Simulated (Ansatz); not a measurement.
Relaxed-ion elastic tensor of Sb$_{2}$Te$_{3}$ in space group R-3m (No. 166; Sb on 6c, Te on 3a, Te on 6c) in GPa (Voigt order), the program Ansatz at the r²SCAN level (PAW); density 6.10 g/cm³, 34.09 Å³ per atom.

```json
[
 {"": "1", "1": "69.2", "2": "17.7", "3": "11.8", "4": "-5.7", "5": "0.0", "6": "0.0"},
 {"": "2", "1": "17.7", "2": "69.2", "3": "11.8", "4": "5.7", "5": "0.0", "6": "0.0"},
 {"": "3", "1": "11.8", "2": "11.8", "3": "20.0", "4": "0.0", "5": "0.0", "6": "0.0"},
 {"": "4", "1": "-5.7", "2": "5.7", "3": "0.0", "4": "11.2", "5": "0.0", "6": "0.0"},
 {"": "5", "1": "0.0", "2": "0.0", "3": "0.0", "4": "0.0", "5": "11.2", "6": "-5.7"},
 {"": "6", "1": "0.0", "2": "0.0", "3": "0.0", "4": "0.0", "5": "-5.7", "6": "25.7"}
]
```

Question: Is the crystal mechanically stable?

Answer: Yes: the smallest eigenvalue of C is 9.2 GPa.

Question: Work out the Voigt, Reuss and Hill averages.

Answer: K_V = 26.8, K_R = 18.3, K_H = 22.5; G_V = 17.4, G_R = 12.5, G_H = 15.0 GPa.

Question: Give Young's modulus, Poisson's ratio, Pugh's ratio and the universal anisotropy index.

Answer: E = 9KG/(3K + G) = 36.8 GPa; ν = 0.23; K/G = 1.50 (brittle by the Pugh limit of 1.75); A_U = 5G_V/G_R + K_V/K_R − 6 = 2.43.

Question: Estimate the sound speeds and the Debye temperature.

Answer: v_l = √((K + 4G/3)/ρ) = 2640 m/s, v_t = √(G/ρ) = 1570 m/s, mean 1730 m/s; Θ = (h/k)(3n/4πV)^(1/3) v_m = 159 K.

Question: Solve the Christoffel equation for the three sound speeds along x, y, z.

Answer: Eigenvalues of C_ijkl n_j n_l equal ρv². In km/s, slowest first: x 1.23, 2.13, 3.37; y 1.32, 2.05, 3.38; z 1.35, 1.35, 1.81.

Question: How much does each axis shrink under pressure?

Answer: Linear compressibilities β_i = Σ_j S_ij (j = 1 to 3): x 5.6, y 5.6, z 43 per TPa.

Symmetry was held in the r²SCAN relaxation. Spin–orbit coupling is left out wherever it is not named.

Potentials: the later of the program's two PAW sets.
